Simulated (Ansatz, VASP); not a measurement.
# MgO in VASP and in Ansatz

The input INCAR:

```
ALGO = Normal
EDIFF = 1E-6
ENCUT = 520
GGA = PS
ISIF = 2
ISMEAR = 0
LASPH = T
LCHARG = F
LREAL = F
LWAVE = F
NBANDS = 11
NELM = 100
PREC = Accurate
SIGMA = 0.05
```

The input KPOINTS:

```
k-points
0
Gamma
  10 10 10
```

The input POSCAR:

```
MgO
1.0
    0.0000000000      2.1351500000      2.1351500000
    2.1351500000      0.0000000000      2.1351500000
    2.1351500000      2.1351500000      0.0000000000
Mg O
1 1
Direct
    0.0000000000      0.0000000000      0.0000000000
    0.5000000000      0.5000000000      0.5248380716
```

Input for Ansatz:

```yaml
crystal:
  lattice:
    - [0.0, 2.13515, 2.13515]
    - [2.13515, 0.0, 2.13515]
    - [2.13515, 2.13515, 0.0]
  atoms:
    - { symbol: Mg, position: [0.0, 0.0, 0.0] }
    - { symbol: O, position: [0.5, 0.5, 0.5248380716] }
basis:
  ecutwfc: 420
kpoints:
  mp_grid: { grid: [10, 10, 10] }
hamiltonian:
  xc: pbesol
scf:
  occupations: { method: gaussian, width: 0.05 }
output:
  forces: true
  stress: true
  eigenvalues: true
```

Change from the starting cell: all O atoms moved +0.075 Å, as atom 2 along Cartesian [1 1 0].

Alike in both runs: task single point; functional PBEsol; k mesh 10 × 10 × 10; occupations gaussian, width 0.05 eV; no spin polarisation.

|  | VASP | Ansatz |
| --- | --- | --- |
| version | VASP 6.6.1 | Ansatz 0.2.0 |
| potentials or method | VASP PAW PBE potentials, release 64 (Mg, O) | scalar-relativistic, plane waves, PAW |
| plane-wave cutoff (eV) | 520 | 420 |
| valence electrons in the cell | 8 | 16 |

|  | VASP | Ansatz | Ansatz less VASP |
| --- | --- | --- | --- |
| gap on the k mesh at the Fermi level (eV) | 4.25 | 4.25 | 0.000 |
| least direct gap on the mesh (eV) | 4.25 | 4.25 | 0.000 |
| pressure (GPa) | -5.8 | -5.3 | +0.51 |
| largest component of the traceless stress (GPa) | 0.57 | 0.56 | -0.006 |
| rms of the force components (eV/Å) | 0.193 | 0.191 | -0.0018 |

Atom by atom the forces differ by 0.002 eV/Å (rms over components). The functional is the same, so the differences come from potentials, cutoffs and numerics. The two sets of potentials don't hold the same shells in valence.

Caveats: the PAW data sets were made with another functional, which shifts forces and pressure a little (VASP).
